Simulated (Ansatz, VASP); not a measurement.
Cu6O: VASP beside Ansatz

```
Cu O
1.0
     0.00000    3.72707    3.72707
     3.72707    0.00000    3.72707
     3.72707    3.72707    0.00000
Cu O
6 1
Direct
  0.73250 0.26750 0.26750
  0.26750 0.73250 0.73250
  0.26750 0.73250 0.26750
  0.73250 0.26750 0.73250
  0.26750 0.26750 0.73250
  0.73250 0.73250 0.26750
  0.00000 0.00000 0.00000
```

Alike in both runs: task relaxation of cell and atoms; functional PBE; k mesh 10 × 10 × 10; occupations gaussian, width 0.1 eV; no spin polarisation.

|  | VASP | Ansatz |
| --- | --- | --- |
| version | VASP 6.6.1 | Ansatz 0.2.0 |
| potentials or method | VASP PAW PBE potentials, release 64 (Cu, O) | scalar-relativistic, plane waves, PAW |
| plane-wave cutoff (eV) | 600 | 420 |
| valence electrons in the cell | 72 | 120 |

Ansatz gave:

```
gap on the k mesh at the Fermi level, each at its own relaxed structure (eV) : none
relaxed volume (Å³/atom)                                                     : 14.83
relaxed cell length with the largest relative difference (Å)                 : 5.275
```

Task: Which values does VASP return?

Result: gap on the k mesh at the Fermi level, each at its own relaxed structure (eV): none; relaxed volume (Å³/atom): 14.91; relaxed cell length with the largest relative difference (Å): 5.285.

A gap of «none» marks a metal or a gap that the smearing closes. The two sets of potentials don't hold the same shells in valence.

Caveats: the run has no spin polarisation, though such a crystal can be magnetic; semilocal functionals often make such compounds metallic where correlation or magnetic order opens a gap, which also shifts bond lengths.
